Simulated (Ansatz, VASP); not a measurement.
**Two plane-wave programs on Mg**

The input INCAR:

```
SYSTEM = Mg
PREC = Accurate
ENCUT = 520
EDIFF = 1E-7
ISMEAR = 0
SIGMA = 0.1
LREAL = .False.
LASPH = .True.
NELM = 80
ALGO = Normal
ISIF = 2
LWAVE = .False.
LCHARG = .False.
GGA = PE
NBANDS = 7
```

File KPOINTS:

```
Automatic mesh
0
Gamma
  8 8 8
  0 0 0
```

File POSCAR:

```
Mg
1.0
    0.0000000000      2.2442560000      2.2442560000
    2.2442560000      0.0000000000      2.2442560000
    2.2442560000      2.2442560000      0.0000000000
Mg
1
Direct
    0.0000000000      0.0000000000      0.0000000000
```

Input for Ansatz:

```yaml
crystal:
  lattice:
    - [0.0, 2.244256, 2.244256]
    - [2.244256, 0.0, 2.244256]
    - [2.244256, 2.244256, 0.0]
  atoms:
    - { symbol: Mg, position: [0.0, 0.0, 0.0] }
basis:
  ecutwfc: 420
kpoints:
  mp_grid: { grid: [8, 8, 8] }
hamiltonian:
  xc: pbe
scf:
  occupations: { method: gaussian, width: 0.1 }
output:
  forces: true
  stress: true
  eigenvalues: true
```

This isn't the form of Mg at room conditions, which is hcp.

Alike in both runs: task single point; functional PBE; k mesh 8 × 8 × 8; occupations gaussian, width 0.1 eV; no spin polarisation.

|  | VASP | Ansatz |
| --- | --- | --- |
| version | VASP 6.6.1 | Ansatz 0.2.0 |
| potentials or method | VASP PAW PBE potentials, release 64 (Mg) | scalar-relativistic, plane waves, PAW |
| plane-wave cutoff (eV) | 520 | 420 |
| valence electrons in the cell | 2 | 10 |

```tsv
	VASP	Ansatz	Ansatz less VASP
gap on the k mesh at the Fermi level (eV)	none	none	-
pressure (GPa)	0.8	0.9	+0.12
```

A gap of «none» marks a metal or a gap that the smearing closes. With one functional, cell and mesh, what is left measures potentials, basis and numerics. The two sets of potentials don't hold the same shells in valence.
